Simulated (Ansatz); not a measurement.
# InAs (F-43m) in Ansatz: a series of runs

One crystal, InAs, is run at these levels: LDA, PBE; tasks: band structure.

All numbers are computed with Ansatz 0.2.0; they aren't measurements. Logs are shortened: lines on timing, memory, paths and dates and some standing lists are left out, and cuts for length are marked.

**Experimental background.**

A printed reference work, data compilation reports, for a bulk crystal of InAs at 4.2 K: band gap 0.418 eV (direct).

The runs below are set against these values where they give the same quantity.

**1. The structure**

Symmetry: F-43m, No. 216, cubic system. Conventional cell: a = 6.036 Å, b = 6.036 Å, c = 6.036 Å, α = 90.00°, β = 90.00°, γ = 90.00°. In (site symmetry -43m) has 4 As at 2.61 Å as nearest neighbours. Around As (site symmetry -43m) lie 4 In at 2.61 Å.

**2. Band structure, LDA**

The input, input.yaml:

```yaml
crystal:
  lattice:
    - [0.0, 3.018, 3.018]
    - [3.018, 0.0, 3.018]
    - [3.018, 3.018, 0.0]
  atoms:
    - { symbol: In, position: [0.0, 0.0, 0.0] }
    - { symbol: As, position: [0.75, 0.75, 0.75] }
kpoints:
  mp_grid: { grid: [8, 8, 8] }
  band_path:
    path:
      - [0.0, 0.0, 0.0]
      - [0.5, 0.0, 0.5]
      - [0.5, 0.25, 0.75]
      - [0.375, 0.375, 0.75]
      - [0.0, 0.0, 0.0]
      - [0.5, 0.5, 0.5]
      - [0.625, 0.25, 0.625]
      - [0.5, 0.25, 0.75]
    npoints: 6
scf:
  occupations: { method: fermi_dirac, width: 0.05 }
hamiltonian:
  xc: lda
  pseudopotentials: { kind: all_electron, lapw: { basis_error: 0.001 } }
output:
  forces: true
  stress: true
  eigenvalues: true
```

Potentials or basis: all-electron LAPW, scalar-relativistic.

The run is started by

```bash
$ ansatz run input.yaml --threads 1 --pin off --max-ram 3072MiB --backend cpu --events-out ev --progress --plain --runs-dir out
```

Log:

```text
Warning: RAYON_NUM_THREADS=1 ignored (pool sized by the plan → 1); use --threads N
LAPW: plane waves up to 8.623 Å⁻¹, error target 1.0e-3 eV per atom; small_component_spin mean_spin; As in spheres of 1.266 Å, 23 of its electrons in bands, Dirac shells []; In in spheres of 1.348 Å, 21 of its electrons in bands, Dirac shells [] (how accurate: hamiltonian.pseudopotentials.lapw.basis_error, Limitations)
Engine: ansatz 0.2.0, aarch64-unknown-linux-gnu
Pseudopotentials: kind: all_electron
Pseudopotential: In, LAPW, valence charge 21, lapw/all_electron/scalar/gaussian/In, Koelling and Harmon's equation, gaussian nucleus
Pseudopotential: As, LAPW, valence charge 23, lapw/all_electron/scalar/gaussian/As, Koelling and Harmon's equation, gaussian nucleus
Functional definition: SPW92
  exchange = slater_x
  correlation = pw_c
Crystal: 2 atoms, lattice volume = 54.978 Å³
Basis set: ecut = 283.3189577513329 eV, 609 PW (Γ), exchange–correlation at level 2
Bands: 27, of which v1, the nominal top of the filled ones, is band 22 counted from 1 (21 counted from 0)
Symmetry: 24 space group operations
Space group: F-43m (ITA 216), of the structure as read, at distance tolerance 3.8e-5 Å
k-points: 29 of 512 (time reversal used)
Non-local potential: In, projectors of the file, none
Non-local potential: As, projectors of the file, none
Initial density: superposition of atomic densities (chi_scale 0.1, normalization cell, long waves kept (reshape's long-wave potential 0.00 eV rms))
Initial wavefunctions: plane waves of lowest kinetic energy (no species holds an atomic orbital)
Functional: x = slater, c = lda
iter 1 solved again at ethr=1.82e-3 eV; its pass at ethr=1.00e-1 eV (dr2=8.02e-1 eV) is discarded
SCF iter   1: F=—  HF=-221347.745242 eV  |F-HF|=—  |Δ(HF+E_count)|=         —  Δρ=2.83e-2  dr2=8.03e-1  ethr=1.82e-3  ⟨swp⟩=2.0  Hψ=4983  notcnv=0
preconditioner: auto → none  [insulator: Δε(μ)=1.247 eV  Ē_g=15.054 eV  σ=0.050 eV  W_gap=0.78  n_scr=14 (ndim 8)  ℏωp=21.2 eV  f_vac=0.132  D(μ)=0.06/eV (n_scr^D=0)  ε∞_Penn≈3.0]
iter 2 solved again at ethr=9.05e-5 eV; its pass at ethr=1.82e-3 eV (dr2=3.98e-2 eV) is discarded
SCF iter   2: F=—  HF=-221347.470306 eV  |F-HF|=—  |Δ(HF+E_count)|=   2.75e-1  Δρ=8.87e-3  dr2=3.98e-2  ethr=9.05e-5  ⟨swp⟩=2.0  Hψ=4006  notcnv=0
SCF iter   3: F=—  HF=-221347.445042 eV  |F-HF|=—  |Δ(HF+E_count)|=   2.53e-2  Δρ=4.34e-3  dr2=1.06e-2  ethr=9.05e-5  ⟨swp⟩=2.0  Hψ=2332  notcnv=0
SCF iter   4: F=—  HF=-221347.442246 eV  |F-HF|=—  |Δ(HF+E_count)|=         —  Δρ=1.88e-3  dr2=2.25e-3  ethr=2.41e-5  ⟨swp⟩=2.0  Hψ=2191  notcnv=0
the basis was enlarged: its passes take 86.5 KiB over the memory plan, 1 of 1 planned eigensolver slots
SCF iter   5: F=—  HF=-221347.441382 eV  |F-HF|=—  |Δ(HF+E_count)|=   8.64e-4  Δρ=4.22e-4  dr2=1.16e-4  ethr=5.11e-6  ⟨swp⟩=2.0  Hψ=2191  notcnv=0
SCF iter   6: F=—  HF=-221347.441350 eV  |F-HF|=—  |Δ(HF+E_count)|=   3.17e-5  Δρ=5.51e-5  dr2=1.36e-6  ethr=2.64e-7  ⟨swp⟩=2.0  Hψ=2191  notcnv=0
SCF iter   7: F=-221347.441350 eV  HF=-221347.441350 eV  |F-HF|=7.83e-9  |Δ(HF+E_count)|=   3.30e-7  Δρ=6.67e-6  dr2=2.15e-8  ethr=3.09e-9  ⟨swp⟩=2.0  Hψ=2191  notcnv=0
SCF 1 converged in 7 iterations: F = -221347.441350 eV  dr2 = 2.15e-8
NSCF: frozen V_eff on 43 k-points
SCF converged after 7 iterations
Free energy (F): -221347.441350 eV
Harris-Foulkes:  -221347.441350 eV  (|F-HF|=7.83e-9)
Internal energy: -221347.440817 eV  (E = F + TS)
E sigma→0 (E₀):  -221347.441083 eV
Entropy (-TS):   -0.000533 eV (-0.266 meV/atom)
Fermi energy:    9.482571 eV
--- Per-component energies (eV) ---
  E_band       = -1921.147490
  E_kinetic    = 230584.106097
  E_xc         = -6409.367635
  E_electrostatic = -445522.179278  (all electrons and nuclei)
  E_smearing   = -0.000533  (= −TS)
  E_closure    = 0.000000  (closes the sum)
  E_atoms      = -221338.428622  (free atoms, spherical and without spin; not in F)
  Σ components = -221347.441350   (vs F -221347.441350, Δ=0.00e0)
  Basis errors (estimates in eV, not in F): energy 4.3e-4 per atom: plane waves 4.0e-4 (2.3e-4 summed), levels above the bands 5.5e-75, relativity 4.2e-9, radial functions 3.1e-5, core shells 4.1e-7; eigenvalues (radial functions only) 1.2e-6; not estimated: angular momenta, meshes, grids; target (lapw.basis_error) 1.0e-3; muffin-tin radii As 1.266 Å, In 1.348 Å
--- Forces (eV/Å), atoms counted from 1 ---
  atom   1  In     0.00000000    -0.00000000    -0.00000000
  atom   2  As    -0.00000000     0.00000000     0.00000000
  max |Σ_I F_I| component: 1.39e-17 eV/Å
--- Stress (GPa, compression-positive) ---
       -0.270134       0.000000      -0.000000
        0.000000      -0.270134       0.000000
       -0.000000       0.000000      -0.270134
  P = ⅓ Tr σ = -0.2701 GPa (-2.701 kbar)
--- Band table (eV; the first three rows and the last of 29) ---
  k-point 0: bands = ["-174.2202", "-118.1358", "-118.1358", "-118.1358", "-105.4130", "-64.0119", "-64.0119", "-64.0119", "-25.6986", "-25.6986", "-25.6986", "-25.6902", "-25.6902", "-4.9096", "-4.9096", "-4.9096", "-4.7782", "-4.7782", "-2.5393", "9.0210", "9.4358", "9.4358", "9.4358", "13.2718", "13.2718", "13.2718", "16.7291"]
  k-point 1: bands = ["-174.2202", "-118.1358", "-118.1358", "-118.1358", "-105.4130", "-64.0119", "-64.0119", "-64.0119", "-25.6986", "-25.6985", "-25.6985", "-25.6902", "-25.6902", "-4.9318", "-4.9034", "-4.9034", "-4.7784", "-4.7784", "-2.3747", "7.4487", "9.2389", "9.2389", "10.4097", "13.4067", "13.5558", "13.5558", "17.5869"]
  k-point 2: bands = ["-174.2202", "-118.1358", "-118.1358", "-118.1358", "-105.4130", "-64.0119", "-64.0119", "-64.0119", "-25.6986", "-25.6985", "-25.6985", "-25.6901", "-25.6901", "-4.9814", "-4.8903", "-4.8903", "-4.7772", "-4.7772", "-1.9251", "5.6425", "8.8531", "8.8531", "10.5308", "13.9955", "13.9955", "14.4837", "17.6324"]
  k-point 28: bands = ["-174.2202", "-118.1358", "-118.1358", "-118.1358", "-105.4130", "-64.0120", "-64.0120", "-64.0119", "-25.6986", "-25.6986", "-25.6981", "-25.6902", "-25.6899", "-5.0811", "-4.8576", "-4.8324", "-4.7949", "-4.7701", "-0.4441", "3.6278", "6.4343", "6.5083", "13.5740", "13.6506", "14.3181", "15.4189", "19.1406"]
```

It took 20 s on 1 thread of Arm Neoverse V1, shared host; peak memory 0.29 GiB.

What came out:

* Free energy: -221347.4413 eV
* Pressure: -0.3 GPa
* Band gap along the path: none (metal or under the smearing width)

Levels at the corners of the path, in eV from the Fermi level:
```csv
point,band 18,band 19,band 20,band 21,band 22,band 23,band 24,band 25,band 26,band 27
Γ,-14.26,-12.02,-0.46,-0.05,-0.05,-0.05,3.79,3.79,3.79,7.25
X,-14.24,-9.98,-6.00,-2.41,-2.41,1.37,1.91,8.98,9.13,9.13
W,-14.25,-9.93,-5.85,-3.05,-2.97,4.09,4.17,4.84,5.94,9.66
K,-14.25,-10.00,-5.86,-3.38,-2.03,1.95,4.14,7.14,7.31,7.63
Γ,-14.26,-12.02,-0.46,-0.05,-0.05,-0.05,3.79,3.79,3.79,7.25
L,-14.25,-10.53,-5.92,-1.05,-1.05,0.75,4.58,4.58,6.65,8.82
U,-14.25,-10.00,-5.86,-3.38,-2.03,1.95,4.14,7.14,7.31,7.63
W,-14.25,-9.93,-5.85,-3.05,-2.97,4.09,4.17,4.84,5.94,9.66
```

Caveat: spin-orbit coupling is left out, which moves the levels of the heavy elements.

**3. Band structure, PBE**

Changes to input.yaml since step 2:

```diff
@@ -24,3 +24,3 @@
 hamiltonian:
-  xc: lda
+  xc: pbe
   pseudopotentials: { kind: all_electron, lapw: { basis_error: 0.001 } }
```

Potentials or basis: all-electron LAPW, scalar-relativistic.

The run is started by

```bash
$ ansatz run input.yaml --threads 1 --pin off --max-ram 3072MiB --backend cpu --events-out ev --progress --plain --runs-dir out
```

Log:

```text
Warning: RAYON_NUM_THREADS=1 ignored (pool sized by the plan → 1); use --threads N
LAPW: plane waves up to 8.619 Å⁻¹, error target 1.0e-3 eV per atom; small_component_spin mean_spin; As in spheres of 1.266 Å, 23 of its electrons in bands, Dirac shells []; In in spheres of 1.348 Å, 21 of its electrons in bands, Dirac shells [] (how accurate: hamiltonian.pseudopotentials.lapw.basis_error, Limitations)
[... 4 set-up lines as earlier in the session ...]
Functional definition: PBE
[... 49 lines left out ...]
--- Stress (GPa, compression-positive) ---
        4.303378      -0.000000      -0.000000
       -0.000000       4.303378       0.000000
       -0.000000       0.000000       4.303378
  P = ⅓ Tr σ = 4.3034 GPa (43.034 kbar)
--- Band table (eV; the first three rows and the last of 29) ---
  k-point 0: bands = ["-174.8221", "-118.1939", "-118.1939", "-118.1939", "-105.4608", "-63.9469", "-63.9469", "-63.9469", "-25.2397", "-25.2397", "-25.2397", "-25.2318", "-25.2318", "-4.6576", "-4.6576", "-4.6576", "-4.5298", "-4.5298", "-2.1537", "9.5751", "9.7443", "9.7443", "9.7443", "13.6654", "13.6654", "13.6654", "17.2851"]
  k-point 1: bands = ["-174.8221", "-118.1939", "-118.1939", "-118.1939", "-105.4608", "-63.9469", "-63.9469", "-63.9469", "-25.2397", "-25.2397", "-25.2397", "-25.2318", "-25.2318", "-4.6782", "-4.6516", "-4.6516", "-4.5299", "-4.5299", "-1.9907", "7.8653", "9.5510", "9.5510", "10.8649", "13.8207", "13.9473", "13.9473", "18.1182"]
  k-point 2: bands = ["-174.8221", "-118.1939", "-118.1939", "-118.1939", "-105.4608", "-63.9469", "-63.9469", "-63.9469", "-25.2397", "-25.2396", "-25.2396", "-25.2318", "-25.2318", "-4.7247", "-4.6387", "-4.6387", "-4.5286", "-4.5286", "-1.5444", "6.0418", "9.1701", "9.1701", "11.0080", "14.3824", "14.3824", "14.9268", "18.1288"]
  k-point 28: bands = ["-174.8221", "-118.1939", "-118.1939", "-118.1939", "-105.4608", "-63.9470", "-63.9470", "-63.9469", "-25.2397", "-25.2397", "-25.2392", "-25.2318", "-25.2315", "-4.8204", "-4.6062", "-4.5819", "-4.5455", "-4.5216", "-0.0710", "4.0358", "6.7754", "6.8574", "13.9835", "14.0427", "14.7670", "15.8394", "19.6165"]
```

Run time: 21 s. Hardware: 1 thread of Arm Neoverse V1, shared host; peak memory 0.3 GiB.

Results:

* Free energy: -221570.3296 eV
* Pressure: 4.3 GPa
* Band gap along the path: none (metal or under the smearing width)

Levels at the corners of the path, in eV from the Fermi level:
```
point  band 20  band 21  band 22  band 23  band 24  band 25
    Γ    -0.22    -0.05    -0.05    -0.05     3.87     3.87
    X    -5.90    -2.38    -2.38     1.50     2.02     9.17
    W    -5.76    -3.02    -2.94     4.19     4.25     4.97
    K    -5.76    -3.34    -2.01     2.07     4.24     7.29
    Γ    -0.22    -0.05    -0.05    -0.05     3.87     3.87
    L    -5.83    -1.04    -1.04     0.92     4.64     4.64
    U    -5.76    -3.34    -2.01     2.07     4.24     7.29
    W    -5.76    -3.02    -2.94     4.19     4.25     4.97
```

Caveat: spin-orbit coupling is left out, which moves the levels of the heavy elements.

**4. Against experiment**

Step 2. A measured gap of InAs is 0.418 eV (direct; 4.2 K; a printed reference work, data compilation); the calculated 0.00 eV misses it by -0.42 eV. Spin-orbit coupling on As, In is left out. The value is that of LDA, without temperature or zero-point motion. Semilocal functionals fall short of measured gaps as a rule.

Step 3. Measured gap of InAs: 0.418 eV (direct; 4.2 K; a printed reference work, data compilation). This calculation gives 0.00 eV (-0.42 eV). Spin-orbit coupling on As, In is left out. The value is that of PBE, without temperature or zero-point motion. Semilocal functionals fall short of measured gaps as a rule.
